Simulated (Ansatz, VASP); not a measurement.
**Se in VASP and in Ansatz**

Contents of INCAR:

```
SYSTEM = Se
PREC     = Accurate       ! precision mode
ENCUT    = 520            ! plane-wave cutoff, eV
EDIFF    = 1E-6           ! SCF threshold, eV
ISMEAR   = -1             ! smearing method
SIGMA    = 0.03           ! smearing width, eV
LREAL    = .FALSE.        ! projectors in reciprocal space
LASPH    = .TRUE.         ! aspherical terms in the spheres
NELM     = 60             ! most SCF steps
ALGO     = Normal         ! electronic algorithm
ISIF     = 2              ! what is computed and relaxed
LWAVE    = .FALSE.        ! write WAVECAR
LCHARG   = .FALSE.        ! write CHGCAR
GGA      = PS             ! functional
NBANDS   = 16             ! bands
```

File KPOINTS:

```
Automatic mesh
0
G
  6 6 5
  0 0 0
```

File POSCAR:

```
Se
1.0
    4.2788759499      0.0000000000      0.0000000000
   -2.1394379750      3.7056152723      0.0000000000
    0.0000000000      0.0000000000      4.9536000000
Se
3
Direct
    0.2254000000      0.0000000000      0.3333333333
    0.0000000000      0.2254000000      0.6666666667
    0.7746000000      0.7746000000      0.0000000000
```

Input for Ansatz:

```yaml
crystal:
  lattice:
    - [4.2788759499, 0.0, 0.0]
    - [-2.139437975, 3.7056152723, 0.0]
    - [0.0, 0.0, 4.9536]
  atoms:
    - { symbol: Se, position: [0.2254, 0.0, 0.3333333333] }
    - { symbol: Se, position: [0.0, 0.2254, 0.6666666667] }
    - { symbol: Se, position: [0.7746, 0.7746, 0.0] }
kpoints:
  mp_grid: { grid: [6, 6, 5] }
  band_path:
    path:
      - [0.0, 0.0, 0.0]
      - [0.5, 0.0, 0.0]
      - [0.3333333333, 0.3333333333, 0.0]
      - [0.0, 0.0, 0.0]
      - [0.0, 0.0, 0.5]
      - [0.5, 0.0, 0.5]
      - [0.3333333333, 0.3333333333, 0.5]
      - [0.0, 0.0, 0.5]
      - [0.5, 0.0, 0.5]
    npoints: 5
scf:
  occupations: { method: fermi_dirac, width: 0.03 }
hamiltonian:
  xc: pbesol
  pseudopotentials: { kind: all_electron, lapw: { basis_error: 0.001 } }
output:
  forces: true
  stress: true
  eigenvalues: true
```

Change from the starting cell: equal xx and yy strain of -2 %.

Alike in both runs: task single point; functional PBEsol; k mesh 6 × 6 × 5; occupations fermi-dirac, width 0.03 eV; no spin polarisation.

|  | VASP | Ansatz |
| --- | --- | --- |
| version | VASP 6.6.1 | Ansatz 0.2.0 |
| potentials or method | VASP PAW PBE potentials, release 64 (Se) | all-electron LAPW, scalar-relativistic |
| plane-wave cutoff (eV) | 520 | see its input |

|  | VASP | Ansatz | Ansatz less VASP |
| --- | --- | --- | --- |
| gap on the k mesh at the Fermi level (eV) | 1.24 | 1.25 | +0.008 |
| pressure (GPa) | 2.4 | 2.2 | -0.23 |
| largest component of the traceless stress (GPa) | 1.50 | 1.40 | -0.101 |
| rms of the force components (eV/Å) | 0.426 | 0.393 | -0.0332 |

Atom by atom the forces differ by 0.033 eV/Å (rms over components). Ansatz ran all-electron here, so the differences hold the error of VASP's frozen core and of both bases.

Caveats: the PAW data sets were made with another functional, which shifts forces and pressure a little (VASP); an odd mesh through Γ misses points on the zone boundary, where band edges often lie.
